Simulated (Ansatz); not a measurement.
A run of Ansatz 0.2.0:

The input input.yaml:

```yaml
crystal:
  lattice:
    - [0.0, 3.15085, 3.15085]
    - [3.15085, 0.0, 3.15085]
    - [3.15085, 3.15085, 0.0]
  atoms:
    - { symbol: Te, position: [0.5, 0.5, 0.5] }
    - { symbol: Sn, position: [0.0, 0.0, 0.0] }
hamiltonian:
  xc:
    exchange: hjs_pbesol
    correlation: pbesol
    exx: { coeff: 0.25, omega: 0.207 }
  pseudopotentials: { kind: paw }
kpoints:
  mp_grid: { grid: [4, 4, 4] }
  band_path:
    path:
      - [[0.0, 0.0, 0.0], [0.5, 0.0, 0.5], [0.5, 0.25, 0.75], [0.375, 0.375, 0.75], [0.0, 0.0, 0.0], [0.5, 0.5, 0.5], [0.625, 0.25, 0.625], [0.5, 0.25, 0.75], [0.5, 0.5, 0.5], [0.375, 0.375, 0.75]]
      - [[0.625, 0.25, 0.625], [0.5, 0.0, 0.5]]
    npoints: 4
scf:
  occupations: { method: fermi_dirac, width: 0.05 }
  n_extra_bands: 6
output:
  forces: true
  stress: true
  eigenvalues: true
  fatbands: false
  write_density: true
  write_potential: true
  elf: true
  volumetric_format: npy
```

Potentials or basis: Ansatz PAW.

Run with:

```console
$ ansatz run input.yaml --threads 2 --pin off --max-ram 5632MiB --backend cpu --events-out ev --progress --plain --runs-dir out
```

Hardware: 2 threads of Arm Neoverse V1, with other jobs on the host.

Task: Estimate the wall time of this run.

Result: It took 2.2 min on 2 threads of Arm Neoverse V1 (shared host), peak memory 0.84 GiB. Counts: scf iterations 19, plane waves 1243, k points 8, bands 21.
